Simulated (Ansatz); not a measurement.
## SnSe: experiment and calculation

**Measured values to compare with.**

From “Linear dichroism of the optical properties of SnS and SnSe van der Waals crystals”, 2024, arxiv:2409.17412, for a bulk crystal of SnSe at 20 K: band gap 0.99 eV (indirect).

“Structural Changes in Thermoelectric SnSe at High Pressures”, 2014, arxiv:1411.6528 reports, for a powder of SnSe: bulk modulus 31.1 ± 0.2 GPa.

How close the calculation comes is told below.

All numbers below come from Ansatz, DFT PBE, scalar-relativistic, plane waves, PAW.

Plane waves to 420 eV, a k mesh through Γ of 4×6×6 on the computed 8-atom cell and Gaussian smearing (0.02 eV); no spin polarisation.

Relaxed structure, symmetry kept:

```cif
data_structure
_symmetry_space_group_name_H-M 'Pnma'
_symmetry_Int_Tables_number 62
_cell_length_a 11.7965
_cell_length_b 4.2052
_cell_length_c 4.5680
_cell_angle_alpha 90.000
_cell_angle_beta 90.000
_cell_angle_gamma 90.000
_cell_volume 226.60
loop_
_atom_site_label
_atom_site_type_symbol
_atom_site_symmetry_multiplicity
_atom_site_Wyckoff_symbol
_atom_site_fract_x
_atom_site_fract_y
_atom_site_fract_z
_atom_site_occupancy
Sn1 Sn 4 c 0.12144 0.25000 0.11657 1
Se1 Se 4 c 0.35483 0.25000 0.02395 1
```

| Quantity | Value |
| --- | --- |
| Space group | Pnma (No. 62) |
| Volume per atom | 191.1 bohr³ |
| Formation energy from the elements' standard states (uncorrected) | -0.439 eV/atom |
| Kohn–Sham band gap | 0.62 eV, indirect from (0.000, 0.000, 0.346) to (0.000, 0.346, 0.000) |
| Löwdin character of the top 1 eV of the valence band | Se 4p 61 %, Sn 5s 19 %, Sn 5p 18 % |
| Löwdin character of the lowest 1 eV of the conduction band | Sn 5p 65 %, Se 4p 17 %, Se 4s 7 %, Sn 5s 7 % |
| Electron masses at the edge by Cartesian direction of the standard setting (m_e; degenerate bands sorted by energy; no spin-orbit coupling) | x: 0.53; y: 0.14; z: 0.16 |
| Hole masses at the edge by Cartesian direction of the standard setting (m_e; degenerate bands sorted by energy; no spin-orbit coupling) | x: 0.67; y: 0.40; z: 0.17 |
| Bulk modulus | 21.8 GPa |
| Its pressure derivative | 8.3 |
| Bader charges (e) | Sn (4 in the cell) 0.82, Se (4 in the cell) -0.82 |

A measured band gap of SnSe is 0.99 eV (indirect; 20 K; the paper above); the calculated 0.62 eV misses it by -0.37 eV. 2 values of this kind are on record (0.89 to 0.99 eV); this one was drawn at random. Kohn–Sham gaps of semilocal functionals fall short of measured ones as a rule; spin-orbit coupling, left out here, would usually lower the calculated gap of a compound with heavy elements. Measured bulk modulus of SnSe: 31.1 GPa (powder; the paper above). This calculation gives 22 GPa (-29.8 %). The calculation is for 0 K without zero-point motion. Lattice constants aren't compared, since papers order the axes of such cells in different ways.